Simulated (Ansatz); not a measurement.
BN: the relaxed cell by functional

The starting cell is an entry of the Crystallography Open Database (1963):

```xyz
2
Lattice="0.0000 1.8075 1.8075 1.8075 0.0000 1.8075 1.8075 1.8075 0.0000" Properties=species:S:1:pos:R:3 pbc="T T T"
B     0.0000    0.0000    0.0000
N     0.9038    0.9038    0.9038
```

Atoms and cell were relaxed at zero pressure with plane-wave PAW DFT (Ansatz 0.2.0; one set of PAW datasets, made under PBE, for all functionals; 420 eV, r2SCAN 500 eV; 12×12×12 Γ-centred mesh, fermi-dirac occupations of width 0.020 eV; no spin polarisation, no spin-orbit coupling, no dispersion correction), keeping the symmetry (F-43m, No. 216).

Q: What cells and energies do LDA, PBEsol, PBE, r2SCAN give?

A: The relaxed conventional cells:

| functional | a (Å) | volume (Å³/atom) | formation energy (eV/atom) |
| --- | --- | --- | --- |
| LDA | 3.580 | 5.73 | -1.558 |
| PBEsol | 3.605 | 5.86 | -1.347 |
| PBE | 3.624 | 5.95 | -1.174 |
| r2SCAN | 3.609 | 5.88 | -1.321 |
| the entry | 3.615 | 5.91 | – |

LDA gives the smallest volume and PBE the largest, 3.8 % more, the usual order, since LDA overbinds and PBE's gradient terms loosen the lattice. Against the entry's volume: LDA -2.9 %, PBEsol -0.8 %, PBE +0.8 %, r2SCAN -0.5 %. No verdict is drawn from this: the entry is old or was flagged in a check, so the entry may be off as well as the functionals. The formation energies span 0.38 eV an atom, lowest under LDA.

Caveats: each relaxation keeps the start's symmetry, so a distorted cell may lie lower; computed cells are at 0 K with fixed nuclei, while the entry holds thermal expansion, often some tenths of a per cent in volume and more in soft crystals; formation energies are at zero smearing against the elements' usual phases under the same functional, gases as free molecules, uncorrected.
